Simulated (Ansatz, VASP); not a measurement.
# Co (Co(0001)) in two plane-wave programs, part 2 of 2

Aim: how closely do two programs agree when they are given the same cell, functional and k mesh?

VASP 6.6.1 and Ansatz 0.2.0.

So far: Set-up; VASP: single point, PBE.

### Step 3. Ansatz: single point, PBE

Level of this step: Ansatz beside VASP: Kohn-Sham DFT, plane waves, PBE (Ansatz).

Ansatz runs on its default PAW (the set named soft_2) files.

The same cell, functional, mesh and smearing now go to Ansatz, which takes its cutoff from its data sets.

Contents of input.yaml:

```yaml
crystal:
  lattice:
    - [2.4880051214, 0.0, 0.0]
    - [1.2440025607, 2.1546756399, 0.0]
    - [0.0, 0.0, 29.0861885504]
  atoms:
    - { symbol: Co, position: [0.66666667, 0.66666667, 0.2587571865], spin: 2.0 }
    - { symbol: Co, position: [0.0, 0.0, 0.3259164569], spin: 2.0 }
    - { symbol: Co, position: [0.66666667, 0.66666667, 0.3966365085], spin: 2.0 }
    - { symbol: Co, position: [0.0, 0.0, 0.4651489153], spin: 2.0 }
    - { symbol: Co, position: [0.66666667, 0.66666667, 0.5348510847], spin: 2.0 }
    - { symbol: Co, position: [0.0, 0.0, 0.6033634915], spin: 2.0 }
    - { symbol: Co, position: [0.66666667, 0.66666667, 0.6740835431], spin: 2.0 }
    - { symbol: Co, position: [0.0, 0.0, 0.7412428135], spin: 2.0 }
hamiltonian:
  xc: pbe
  pseudopotentials: { kind: paw }
magnetization:
  spin_polarized: true
kpoints:
  mp_grid: { grid: [15, 15, 1] }
scf:
  occupations: { method: methfessel_paxton, width: 0.15 }
  n_extra_bands: 16
efield:
  axis: 3
  dipole_correction: true
  ramp_width: 0.04
output:
  forces: true
  eigenvalues: true
```

Started as:

```
$ ansatz run input.yaml --threads 4 --pin off --max-ram 9216MiB --backend cpu --events-out ev --progress --plain --runs-dir out
```

Numbers of over 12 decimals in the logs are rounded to 6 here.

Log:

```text
Warning: the band count 84 (scf.n_extra_bands) hosts the net moment |M| = 16.0000 μB (N_el = 136) but caps the reachable moment at 2·n_bands − N_el = 32.0000 μB, below the 92 bands that the automatic rule leaves for it — a moment growing past the seed, or the majority channel's smearing tail, pins there with fewer empty majority states than that count leaves; raise or omit scf.n_extra_bands unless the cap is intended
scf.n_extra_bands = 16 over 68 filled bands (N_el = 136.0): the run solves 84 bands
Engine: ansatz 0.2.0, aarch64-unknown-linux-gnu
Pseudopotentials: kind: paw
Pseudopotential: Co, paw, valence charge 17, recommended cutoff 420 eV (normal), Co.paw.azcp
Functional definition: PBE
  parameter kappa = 0.804
  parameter beta = 0.066725
  exchange = pbe_x(kappa = kappa, mu = beta*pi^2/3)
  correlation = pbe_c(beta = beta)
Crystal: 8 atoms, lattice volume = 155.927 Å³
Basis set: ecut = 420 eV, 2911 PW (Γ), exchange–correlation on 36×36×400 points (8 copies of the dense FFT grid, shifted against one another)
Bands: 84, of which v1, the nominal top of the filled ones, is band 68 counted from 1 (67 counted from 0)
Symmetry: 6 space group operations
k-points: 27 of 225 (time reversal used)
Non-local potential: Co, projectors of the file, l = 0: 3, l = 1: 2, l = 2: 3, l = 3: 1
PAW form: soft (Blöchl's): semilocal exchange-correlation on the pseudo side does not see the compensation charge
PAW one-centre angular grid: Co, 590 points (default); XC on 64 Gauss nodes
Initial density: superposition of atomic densities (neutral atoms: chi_scale 0, normalization atom)
Starting moments: Σ|m| = 16 μB on 8 of 8 sites
Initial wavefunctions: pseudopotential atomic-orbital guess
Functional: x = pbe(κ = 0.804, μ = 0.219515), c = pbe(β = 0.066725)
SCF iter   1: F=—  HF=-41003.959356 eV  |F-HF|=—  |Δ(HF+E_count)|=         —  Δρ=4.81e-2 (↑3.28e-2 ↓4.81e-2)  dr2=1.29e1  dr2_m=4.07e-1  M=14.032 μB ∫|m|=14.518 μB  β_m=1.00  ethr=3.10e-3  p=0.000 e·Å  D=2.42e-14 V/Å  ΔV_dip=-0.00 eV  dr2_dipole=8.04e-7  V_vac-E_F(+/−)=7.60/7.60 eV  ⟨swp⟩=7.1  Hψ=19238  notcnv=0  defer=1
Mixer restart at iter 1: flushing history
efield: sawtooth ramp at fractional position 0.9800 (placed from the atoms, in the widest stretch of the axis that holds none; the zero of the levels goes with the place), width 0.0400; the density the first Hamiltonian is built on has a dipole p = 0.000 e·Å; the dipole correction subtracts the counter field D = 2.42e-14 V/Å, which shifts the + side's vacuum level by -0.00 eV against the − side's; the planar-averaged density in the ramp window peaks in size at 1.2e-6 e/Å³
preconditioner: auto → LDOS  [metal: Δε(μ)=0.013 eV  Ē_g=5.772 eV  σ=0.150 eV  W_gap=0.05  n_scr=24 (ndim 8)  ℏωp=25.2 eV  f_vac=0.411  D(μ)=6.34/eV (n_scr^D=24)]
spin=Collinear: LDOS preconditioning applied to the charge; magnetization (m = ρ↑ − ρ↓) channel mixes plain (no charge-response kernel on spin).
SCF iter   2: F=—  HF=-41002.398372 eV  |F-HF|=—  |Δ(HF+E_count)|=    1.56e0  Δρ=1.47e-2 (↑1.47e-2 ↓8.36e-3)  dr2=6.56e-1  dr2_m=1.31e-1  M=13.821 μB ∫|m|=14.921 μB  β_m=0.31  ethr=3.10e-3  p=-0.000 e·Å  D=-3.36e-5 V/Å  ΔV_dip=0.00 eV  dr2_dipole=4.75e-6  V_vac-E_F(+/−)=6.55/6.55 eV  ⟨swp⟩=2.3  Hψ=7947  notcnv=0  defer=167
density mixer auto → msr1: a metal under ldos (density of states about μ 2.98 of a free-electron gas's, 24 screened modes)
SCF iter   3: F=—  HF=-41004.800654 eV  |F-HF|=—  |Δ(HF+E_count)|=    2.40e0  Δρ=7.73e-3 (↑7.73e-3 ↓6.18e-3)  dr2=1.57e-1  dr2_m=4.82e-2  M=13.651 μB ∫|m|=14.847 μB  β_m=0.45  ethr=4.83e-4  p=-0.000 e·Å  D=-1.99e-5 V/Å  ΔV_dip=0.00 eV  dr2_dipole=5.54e-7  V_vac-E_F(+/−)=6.05/6.05 eV  ⟨swp⟩=2.3  Hψ=7370  notcnv=0  defer=165
SCF iter   4: F=—  HF=-41007.144573 eV  |F-HF|=—  |Δ(HF+E_count)|=    2.34e0  Δρ=5.08e-3 (↑4.16e-3 ↓5.08e-3)  dr2=7.78e-2  dr2_m=1.37e-2  M=13.419 μB ∫|m|=14.703 μB  β_m=0.65  ethr=1.15e-4  p=-0.000 e·Å  D=-8.74e-6 V/Å  ΔV_dip=0.00 eV  dr2_dipole=1.84e-7  V_vac-E_F(+/−)=5.41/5.41 eV  ⟨swp⟩=3.0  Hψ=10211  notcnv=0  defer=165
SCF iter   5: F=—  HF=-41007.740591 eV  |F-HF|=—  |Δ(HF+E_count)|=   5.96e-1  Δρ=4.48e-3 (↑2.69e-3 ↓4.48e-3)  dr2=5.00e-2  dr2_m=5.26e-3  M=13.270 μB ∫|m|=14.559 μB  β_m=0.80  ethr=5.72e-5  p=0.000 e·Å  D=3.94e-6 V/Å  ΔV_dip=-0.00 eV  dr2_dipole=4.44e-7  V_vac-E_F(+/−)=5.17/5.17 eV  ⟨swp⟩=2.3  Hψ=8386  notcnv=0  defer=165
SCF iter   6: F=—  HF=-41007.829941 eV  |F-HF|=—  |Δ(HF+E_count)|=   8.93e-2  Δρ=2.52e-3 (↑2.52e-3 ↓1.65e-3)  dr2=1.26e-2  dr2_m=1.15e-3  M=13.205 μB ∫|m|=14.518 μB  β_m=0.76  ethr=3.67e-5  p=-0.000 e·Å  D=-4.79e-6 V/Å  ΔV_dip=0.00 eV  dr2_dipole=4.60e-7  V_vac-E_F(+/−)=5.05/5.05 eV  ⟨swp⟩=2.1  Hψ=9179  notcnv=0  defer=170
SCF iter   7: F=—  HF=-41007.830249 eV  |F-HF|=—  |Δ(HF+E_count)|=   3.08e-4  Δρ=8.91e-4 (↑8.91e-4 ↓8.64e-4)  dr2=4.78e-3  dr2_m=1.72e-4  M=13.176 μB ∫|m|=14.503 μB  β_m=0.60  ethr=9.24e-6  p=-0.000 e·Å  D=-7.32e-7 V/Å  ΔV_dip=0.00 eV  dr2_dipole=1.49e-7  V_vac-E_F(+/−)=5.01/5.01 eV  ⟨swp⟩=3.5  Hψ=10553  notcnv=0  defer=168
[...]
Mixer restart at iter 10: flushing history
iteration 10: the input's own smearing fills from here on; a Gaussian of 0.15 eV has filled iterations ahead of it
SCF iter  11: F=—  HF=-41007.791551 eV  |F-HF|=—  |Δ(HF+E_count)|=   4.11e-5  S|Δr|=    0.00e0  Δρ=2.07e-4 (↑2.02e-4 ↓2.07e-4)  dr2=6.31e-4  dr2_m=5.89e-6  M=13.162 μB ∫|m|=14.504 μB  β_m=0.67  ethr=1.00e-7  p=0.000 e·Å  D=1.01e-8 V/Å  ΔV_dip=-0.00 eV  dr2_dipole=2.43e-11  V_vac-E_F(+/−)=4.95/4.95 eV  ⟨swp⟩=2.1  Hψ=8106  notcnv=0  defer=169
SCF iter  12: F=—  HF=-41007.791601 eV  |F-HF|=—  |Δ(HF+E_count)|=   5.02e-5  S|Δr|=    0.00e0  Δρ=3.67e-4 (↑2.52e-4 ↓3.67e-4)  dr2=3.17e-4  dr2_m=1.84e-5  M=13.163 μB ∫|m|=14.506 μB  β_m=0.49  ethr=1.00e-7  p=-0.000 e·Å  D=-8.53e-7 V/Å  ΔV_dip=0.00 eV  dr2_dipole=8.84e-10  V_vac-E_F(+/−)=4.95/4.95 eV  ⟨swp⟩=2.5  Hψ=8425  notcnv=0  defer=169
SCF iter  13: F=—  HF=-41007.791555 eV  |F-HF|=—  |Δ(HF+E_count)|=   4.57e-5  S|Δr|=    0.00e0  Δρ=9.92e-5 (↑8.08e-5 ↓9.92e-5)  dr2=9.36e-6  dr2_m=9.27e-6  M=13.162 μB ∫|m|=14.505 μB  β_m=0.74  ethr=1.00e-7  p=-0.000 e·Å  D=-5.94e-8 V/Å  ΔV_dip=0.00 eV  dr2_dipole=2.93e-11  V_vac-E_F(+/−)=4.95/4.95 eV  ⟨swp⟩=3.1  Hψ=9098  notcnv=0  defer=169
SCF iter  14: F=—  HF=-41007.791566 eV  |F-HF|=—  |Δ(HF+E_count)|=   1.06e-5  S|Δr|=    0.00e0  Δρ=8.19e-5 (↑4.82e-5 ↓8.19e-5)  dr2=1.53e-5  dr2_m=2.21e-6  M=13.162 μB ∫|m|=14.506 μB  β_m=0.76  ethr=6.89e-9  p=-0.000 e·Å  D=-2.07e-7 V/Å  ΔV_dip=0.00 eV  dr2_dipole=9.92e-11  V_vac-E_F(+/−)=4.95/4.95 eV  ⟨swp⟩=3.3  Hψ=9288  notcnv=0  defer=169
SCF iter  15: F=—  HF=-41007.791565 eV  |F-HF|=—  |Δ(HF+E_count)|=   3.70e-7  S|Δr|=    0.00e0  Δρ=1.72e-5 (↑1.46e-5 ↓1.72e-5)  dr2=3.10e-6  dr2_m=8.21e-8  M=13.162 μB ∫|m|=14.506 μB  β_m=0.74  ethr=6.89e-9  p=-0.000 e·Å  D=-3.76e-8 V/Å  ΔV_dip=0.00 eV  dr2_dipole=6.17e-12  V_vac-E_F(+/−)=4.95/4.95 eV  ⟨swp⟩=2.0  Hψ=6447  notcnv=0  defer=169
SCF iter  16: F=—  HF=-41007.791566 eV  |F-HF|=—  |Δ(HF+E_count)|=   1.68e-7  S|Δr|=    0.00e0  Δρ=2.39e-5 (↑1.14e-5 ↓2.39e-5)  dr2=1.18e-6  dr2_m=8.48e-8  M=13.162 μB ∫|m|=14.506 μB  β_m=0.59  ethr=2.28e-9  p=-0.000 e·Å  D=-1.09e-8 V/Å  ΔV_dip=0.00 eV  dr2_dipole=4.80e-11  V_vac-E_F(+/−)=4.95/4.95 eV  ⟨swp⟩=2.2  Hψ=6483  notcnv=0  defer=169
SCF iter  17: F=—  HF=-41007.791566 eV  |F-HF|=—  |Δ(HF+E_count)|=   7.52e-9  S|Δr|=    0.00e0  Δρ=7.52e-6 (↑2.17e-6 ↓7.52e-6)  dr2=1.16e-7  dr2_m=1.83e-8  M=13.162 μB ∫|m|=14.506 μB  β_m=0.61  ethr=8.70e-10  p=-0.000 e·Å  D=-2.72e-8 V/Å  ΔV_dip=0.00 eV  dr2_dipole=3.34e-11  V_vac-E_F(+/−)=4.95/4.95 eV  ⟨swp⟩=2.3  Hψ=6500  notcnv=0  defer=169
SCF iter  18: F=-41007.791566 eV  HF=-41007.791566 eV  |F-HF|=3.61e-9  |Δ(HF+E_count)|=   2.88e-8  S|Δr|=    0.00e0  Δρ=1.91e-6 (↑1.64e-6 ↓1.91e-6)  dr2=1.02e-8  dr2_m=7.76e-10  M=13.162 μB ∫|m|=14.506 μB  ethr=7.35e-11  p=0.000 e·Å  D=1.15e-8 V/Å  ΔV_dip=-0.00 eV  dr2_dipole=1.75e-11  V_vac-E_F(+/−)=4.95/4.95 eV  ⟨swp⟩=12.1  Hψ=20957  notcnv=0
SCF 1 converged in 18 iterations: F = -41007.791566 eV  dr2 = 1.02e-8
  greatest PAW one-centre occupation: 1.001 electrons in one spin orbital (limit 2), on the Co atom at site 7 (counted from 0), in its partial waves of l = 1
this state was not tested for a lower state beside it, because cold or Methfessel-Paxton smearing, or corrected tetrahedra, fill the levels in a way that the test cannot read (fill_not_monotonic; see scf.lower_state_search)
SCF converged after 18 iterations
Magnetization: 13.1617 μB (74.5808 up, 61.4192 down)
Absolute magnetization: 14.5108 μB (∫|ρ↑−ρ↓|, with the PAW one-centre terms)
Spin contamination: 0.2544 ħ² per cell (⟨S²⟩ above its minimum at these occupations)
Per-site moments (μB) at R_I (Å): [(1.780924, 1.000190), (1.725167, 1.000190), (1.685891, 1.013315), (1.685587, 1.013315), (1.685587, 1.013315), (1.685892, 1.013315), (1.725168, 1.000190), (1.780924, 1.000190)]
Free energy (F): -41007.791566 eV
Harris-Foulkes:  -41007.791566 eV  (|F-HF|=3.61e-9)
Internal energy: -41007.791889 eV  (E = F + TS)
E sigma→0 (E₀):  -41007.791646 eV
Entropy (-TS):   0.000323 eV (0.040 meV/atom)
Fermi energy:    8.298799 eV
Dipole field:    D = 0.000006 V/Å  (p = 0.000006 e·Å, saw-weighted, corrected)
Work function:   Φ+ = 4.9508 eV   Φ− = 4.9510 eV
Levels:          The Fermi level and band energies are counted from a zero that moves with the ramp; work functions are not
--- Per-component energies (eV) ---
  E_band       = -3365.115740
  E_kinetic    = 3627.158633
  E_local      = -329185.660209  (includes V_loc(G=0)·N_el)
  E_nonlocal   = 3637.347397
  E_hartree    = 162054.126583
  E_xc         = -1269.666017
  E_vxc        = -1638.188196  (∫ρ·V_xc dr)
  E_paw        = -12124.519014  (= ΣΔE_a)
  E_vpaw       = -3914.041663  (= ΣTr[D̂ρ^β])
  E_aug_tail   = 0.000642  (compensation charges beyond the density's cutoff)
  E_efield     = 0.000000  (sawtooth field / dipole correction)
  E_vefield    = 0.000000  (∫n·V_field dr)
  E_ewald      = 132253.420096
  E_smearing   = 0.000323  (= −TS)
  E_closure    = -0.000000  (closes the sum)
  Σ components = -41007.791566   (vs F -41007.791566, Δ=0.00e0)
--- Forces (eV/Å), atoms counted from 1 ---
  atom   1  Co    -0.00000000    -0.00000000    -0.01205729
  atom   2  Co     0.00000000    -0.00000000     0.02065235
  atom   3  Co    -0.00000000     0.00000000    -0.02494619
  atom   4  Co     0.00000000    -0.00000000    -0.02108937
  atom   5  Co    -0.00000000     0.00000000     0.02108933
  atom   6  Co     0.00000000     0.00000000     0.02494632
  atom   7  Co    -0.00000000     0.00000000    -0.02065289
  atom   8  Co     0.00000000     0.00000000     0.01205700
  max |Σ_I F_I| component: 7.37e-7 eV/Å
--- Band table (eV; the first three rows and the last of 54) ---
  k-point 0 ↑: bands = [... 64 lower, 6.5554, 6.5554, 6.7714, 6.7714, 6.9190, 7.0037, 7.0037, 7.2513, ... 12 higher]
  k-point 1 ↑: bands = [... 64 lower, 6.4754, 6.5328, 6.5714, 6.7539, 6.7631, 6.9552, 6.9916, 7.0273, ... 12 higher]
  k-point 2 ↑: bands = [... 64 lower, 6.3268, 6.3460, 6.5039, 6.5766, 6.7232, 6.7642, 6.9663, 6.9960, ... 12 higher]
  k-point 26 ↓: bands = [... 64 lower, 9.1313, 9.2380, 9.2380, 9.2696, 9.2933, 9.2933, 9.3660, 9.3660, ... 12 higher]
```

The job ended after 86 s (4 threads of Arm Neoverse N1, shared host; peak memory 0.92 GiB).

The column dr2 measures how far the density is from self-consistency, as an energy; F and HF (Harris–Foulkes) agree once it is small.

### Step 4. Side by side

Known differences besides the PAW data sets themselves: the data sets hold 136 valence electrons in Ansatz (default PAW (the set named soft_2) files) and 72 in VASP; the cutoff is 420 eV in Ansatz and 320 eV in VASP (PREC = Normal); site moments are counted in spheres of each program's own size. Total energies have different zeros and are not compared.

Both answers:

```csv
quantity,Ansatz,VASP,difference
total moment (μB),13.16,13.11,+0.05
moment on Co1 (μB),1.78,1.73,+0.05
moment on Co8 (μB),1.78,1.73,+0.05
moment on Co7 (μB),1.73,1.66,+0.06
moment on Co2 (μB),1.73,1.66,+0.06
moment on Co4 (μB),1.69,1.62,+0.06
moment on Co3 (μB),1.69,1.62,+0.06
moment on Co6 (μB),1.69,1.62,+0.06
moment on Co5 (μB),1.69,1.62,+0.06
"work function, lower of the two faces (eV)",4.95,4.91,+0.04
"work function, higher of the two faces (eV)",4.95,4.91,+0.04
```

At this near-relaxed geometry the largest component of a force difference is 36 meV/Å.

### Step 5. Outcome

```
difference in work function, higher of the two faces (single point, PBE) : 0.045 eV
r.m.s. force difference (single point, PBE)                              : 11 meV/Å
```

What this shows: The r.m.s. force difference is 11 meV/Å (single point, PBE), within the 12 meV/Å picked in this series as the mark of a large difference. Differences of this kind measure data sets and numerical settings, not the functional's error against experiment.

[Lines on the potential files, build, host, timing and source positions are cut from VASP's logs without a mark.]

[Logs are printed without paths, hosts, clocks, repeated set-up lines and the standing remarks that a program may print on its own settings, such as how far it seeks lower states.]

[Hosts, paths, dates, database ids (printed as entryN), source tags and the programs' standing remarks are cut or masked in the printed files.]
